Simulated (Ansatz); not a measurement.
Cu: relaxation of cell and atoms with PBEsol

The system is Cu.

```
Cu
1.0
     2.53410    0.00000    0.00000
    -1.26705    2.19459    0.00000
     0.00000    0.00000    4.11257
Cu
2
Direct
  0.66667 0.33333 0.75000
  0.33333 0.66667 0.25000
```

This isn't the form of Cu at room conditions, which is fcc.

* Program: Ansatz 0.2.0
* Task: relaxation of cell and atoms
* Functional: PBEsol
* Potentials or basis: all-electron LAPW, scalar-relativistic
* Basis error allowed: 0.001 eV/atom
* k mesh: 12 × 12 × 7
* Occupations: fermi-dirac, width 0.05 eV
* Spin: no spin polarisation
* Target pressure: 5 GPa

```yaml
Relaxed_volume: 11.02 Å³/atom
Relaxed_cell: a = 2.500 Å, b = 2.500 Å, c = 4.071 Å, α = 90.00°, β = 90.00°, γ = 120.00°
Space_group_after_relaxing_to_0.05_Å: P6_3/mmc (No. 194)
Energy_change_on_relaxing_the_enthalpy_is_what_falls: +4.3 meV/atom
Ionic_steps: 5
Pressure_after_relaxing: 5.0 GPa
```

Step by step:
```csv
step,energy change (eV),largest force (eV/Å),volume (Å³)
1,0.0000,0.0000,22.87
2,0.0005,0.0000,22.42
3,0.0095,0.0000,22.01
4,0.0086,0.0000,22.04
5,0.0086,0.0000,22.04
```

Final structure:
```
Cu
1.0
     2.50044    0.00000    0.00000
    -1.25022    2.16545    0.00000
     0.00000    0.00000    4.07090
Cu
2
Cartesian
  1.2502 0.7218 3.0532
  0.0000 1.4436 1.0177
```

Wall time 100 s on 1 thread of Intel(R) Xeon(R) Processor @ 2.50GHz (Skylake/Cascade Lake) (shared host), peak memory 0.4 GiB.
